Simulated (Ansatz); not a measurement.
MgS in the zincblende structure, relaxed with r2SCAN in the PAW code Ansatz: space group F-43m (No. 216), cubic; a = 5.662 Å in the conventional setting, 22.69 Å³ an atom. Mg is surrounded by 4 S at 2.45 Å; S is surrounded by 4 Mg at 2.45 Å. It was then strained (uniaxial along z, other directions held), atoms relaxed again within the symmetry left. Unstrained, HSE06 gives 4.528 eV (Γ, 6×6×6 mesh), and the band edges keep their places in every row. Only one sign of strain is shown, since it lowers the symmetry, and equivalent edge states can then move with another slope on the other side. Stress is positive in compression. The cell comes from a prototype generator: it can be a known phase or a hypothetical one. Spin polarisation is off.

Axes as in this cell:
```
CELL_PARAMETERS angstrom
0.00000 2.83088 2.83088
2.83088 0.00000 2.83088
2.83088 2.83088 0.00000
ATOMIC_POSITIONS crystal
Mg 0.00000 0.00000 0.00000
S 0.25000 0.25000 0.25000
```

| strain (%) | ε | ΔE_g, HSE06 (eV) | Δσ_zz, r2SCAN (GPa) |
| --- | --- | --- | --- |
| +1.0 | +0.0100 | -0.063 | -0.75 |
| +2.0 | +0.0200 | -0.126 | -1.49 |
| +3.0 | +0.0300 | -0.189 | -2.22 |
| +4.0 | +0.0400 | -0.253 | -2.95 |

Question: Fit ΔE_g = a x + b x² to these rows by least squares, with x = ε.

Answer: The normal equations take Σx² = 3.000e-03, Σx³ = 1.000e-04, Σx⁴ = 3.540e-06, ΣxΔE = -1.894e-02 and Σx²ΔE = -6.316e-04, and give a = -6.27 eV, b = -1.3 eV; the largest residual is 0.000 eV.

Question: Fit the change of σ_zz in the same way.

Answer: Δσ_zz = -75.2 x + (37) x² GPa. The slope, 75 GPa, is C₁₁ in these axes.

Question: Predict the withheld row at +3.69 % (x = +0.0369).

Answer: ΔE_g ≈ -6.27 × (+0.0369) + (-1.3) × (+0.0369)² = -0.233 eV, and Δσ_zz ≈ -2.72 GPa. The runs give -0.233 eV and -2.72 GPa, off by 0.000 eV and 0.00 GPa.
